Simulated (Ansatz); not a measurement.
Relaxed-ion elastic tensor of CsCl (CsCl type, Pm-3m) in GPa (Voigt order), plane-wave PAW PBE (Ansatz code); density 3.76 g/cm³, 37.21 Å³ per atom.

|  | 1 | 2 | 3 | 4 | 5 | 6 |
|---|---|---|---|---|---|---|
| 1 | 32.3 | 5.4 | 5.4 | 0.0 | 0.0 | 0.0 |
| 2 | 5.4 | 32.3 | 5.4 | 0.0 | 0.0 | 0.0 |
| 3 | 5.4 | 5.4 | 32.3 | 0.0 | 0.0 | 0.0 |
| 4 | 0.0 | 0.0 | 0.0 | 4.8 | 0.0 | 0.0 |
| 5 | 0.0 | 0.0 | 0.0 | 0.0 | 4.8 | 0.0 |
| 6 | 0.0 | 0.0 | 0.0 | 0.0 | 0.0 | 4.8 |

### Question
Is the crystal mechanically stable?

### Answer
Yes: the smallest eigenvalue of C is 4.8 GPa.

### Question
Work out the Voigt, Reuss and Hill averages.

### Answer
K_V = 14.4, K_R = 14.4, K_H = 14.4; G_V = 8.3, G_R = 6.5, G_H = 7.4 GPa.

### Question
Give Young's modulus, Poisson's ratio, Pugh's ratio and the universal anisotropy index.

### Answer
E = 9KG/(3K + G) = 19.0 GPa; ν = 0.28; K/G = 1.94 (ductile by the Pugh limit of 1.75); A_U = 5G_V/G_R + K_V/K_R − 6 = 1.37.

### Question
Estimate the sound speeds and the Debye temperature.

### Answer
v_l = √((K + 4G/3)/ρ) = 2540 m/s, v_t = √(G/ρ) = 1400 m/s, mean 1560 m/s; Θ = (h/k)(3n/4πV)^(1/3) v_m = 139 K.

### Question
Give the Zener ratio and Young's modulus along [100], [110] and [111].

### Answer
A = 2C44/(C11 − C12) = 0.36; 1/E = S11 − 2(S11 − S12 − S44/2)Γ with Γ = 0, 1/4, 1/3 gives 30.8, 15.3, 13.1 GPa.

The PBE relaxation kept the symmetry of its start; phonons on a q-mesh show no instability. Spin–orbit coupling is left out wherever it is not named.

Potentials: the later of the program's two PAW sets.
